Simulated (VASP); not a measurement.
Runs of VASP 6.6.1 on Ge. The structure is hexagonal, space group P6/mmm (No. 191). Conventional cell: a = 4.936 Å, b = 4.936 Å, c = 2.805 Å, α = 90.00°, β = 90.00°, γ = 120.00°. Ge (site symmetry 6/mmm) has 14 Ge at 2.80 to 3.18 Å as nearest neighbours. Around Ge (site symmetry -6m2) lie 11 Ge at 2.80 to 3.18 Å. The cell was built by a generator and needn't be a form met in nature.

```tsv
task	cell	k mesh	cutoff (eV)	gap on the mesh (eV)	pressure (GPa)
single point	P6/mmm, 19.73 Å³/atom	8 × 8 × 11	520	none	0.0
single point	P6/mmm, 19.73 Å³/atom	10 × 10 × 15	520	none	0.2
single point	P6/mmm, 20.52 Å³/atom	8 × 8 × 13	520	none	-2.1
relaxation of cell and atoms	relaxed	8 × 8 × 11	600	none	0.0
single point	P6/mmm, 18.15 Å³/atom	8 × 8 × 13	520	none	(a)
```

Alike in all rows: level revPBE; potentials or basis VASP PAW PBE potentials, release 64 (Ge_d); no spin polarisation; smearing fermi-dirac 0.1 eV.

Task: Estimate the missing entries.

Result: (a) 6.2.

Caveats: the PAW data sets were made with another functional, which shifts forces and pressure a little.

A k mesh can miss the band edges, and the runs leave out spin-orbit coupling on Ge.

A gap of «none» marks a metal or a gap under the smearing width.
